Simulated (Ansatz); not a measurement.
# SnO2: the cost of one run

Program: Ansatz 0.2.0. Level of theory: DFT PBE+D3(BJ), scalar-relativistic, plane waves, PAW. These are calculated values, not measurements.

26 further runs of the same task are left out: 1 that didn't finish, 25 set aside as unsound or not needed. Runs told in other sessions of the task aren't counted.

## (1) The starting structure

The structure is trigonal, space group R-3m (No. 166). Conventional cell: a = 3.237 Å, b = 3.237 Å, c = 12.875 Å, α = 90.00°, β = 90.00°, γ = 120.00°. Sn (site symmetry -3m) is surrounded by 6 O at 2.12 Å. Around O (site symmetry 3m) lie 3 Sn at 2.12 Å.

As a file:

```cif
data_structure
_symmetry_space_group_name_H-M 'R-3m:H'
_symmetry_Int_Tables_number 166
_cell_length_a 3.2373
_cell_length_b 3.2373
_cell_length_c 12.8755
_cell_angle_alpha 90.000
_cell_angle_beta 90.000
_cell_angle_gamma 120.000
_cell_volume 116.85
loop_
_atom_site_label
_atom_site_type_symbol
_atom_site_symmetry_multiplicity
_atom_site_Wyckoff_symbol
_atom_site_fract_x
_atom_site_fract_y
_atom_site_fract_z
_atom_site_occupancy
Sn1 Sn 3 b 0.66667 0.33333 0.83333 1
O1 O 6 c 0.33333 0.66667 0.91027 1
```

It goes back to an entry of the Materials Project, which need not be the stable form.

It is the result of an earlier relaxation at this level (volume 12.98 Å³/atom; gap on the mesh: 1.57 eV).

## (3) Setting up the map

Rigid slide and opening across a plane, one cut a cell; the plane is (0 0 1) of the conventional cell, and the faces at the cut hold O and O.

First coordinate, slide along a1 + a2 (5.607 Å): 10 values from 0.0 to 0.9, periodic. Second coordinate, opening across the cut: 6 values from −0.25 to 2.80 Å.

Nothing else is relaxed (rigid halves). Energies count from the perfect crystal. Points are written as (first, second).

(The set-up runs are not shown.)

## (4) Point (0.0, −0.25 Å)

The input, input.yaml:

```yaml
crystal:
  lattice:
    - [-3.2372529198, 0.0, 0.0]
    - [-1.6186264599, -2.803543267, 0.0]
    - [0.0, 0.0, 12.6254773976]
  atoms:
    - { symbol: Sn, position: [0.6666666667, 0.6666666667, 0.509883619] }
    - { symbol: Sn, position: [1.0, 0.0, 0.1699498752] }
    - { symbol: Sn, position: [0.3333333333, 0.3333333333, 0.8498173628] }
    - { symbol: O, position: [0.6666666667, 0.6666666667, 0.2484066022] }
    - { symbol: O, position: [1.0, 0.0, 0.9282740898] }
    - { symbol: O, position: [0.3333333333, 0.3333333333, 0.588340346] }
    - { symbol: O, position: [0.6666666667, 0.6666666667, 0.7713606359] }
    - { symbol: O, position: [1.0, 0.0, 0.4314268921] }
    - { symbol: O, position: [0.3333333333, 0.3333333333, 0.0914931483] }
basis:
  ecutwfc: 520.0
kpoints:
  mp_grid: { grid: [9, 9, 2] }
hamiltonian:
  xc: pbe
  pseudopotentials: { kind: paw, azcp: { folder: soft_1 } }
  dispersion: d3bj
scf:
  occupations: { method: gaussian, width: 0.05 }
output:
  forces: true
  stress: true
  eigenvalues: true
```

Started as:

```bash
ansatz run input.yaml --threads 2 --pin off --max-ram 4096MiB --backend cpu --events-out ev --progress --plain --runs-dir out
```

**Question.** How long does this run take on 2 threads of Arm Neoverse V1, shared host, and how much memory does it need?

About 7.7 s, with a peak of 0.47 GiB.
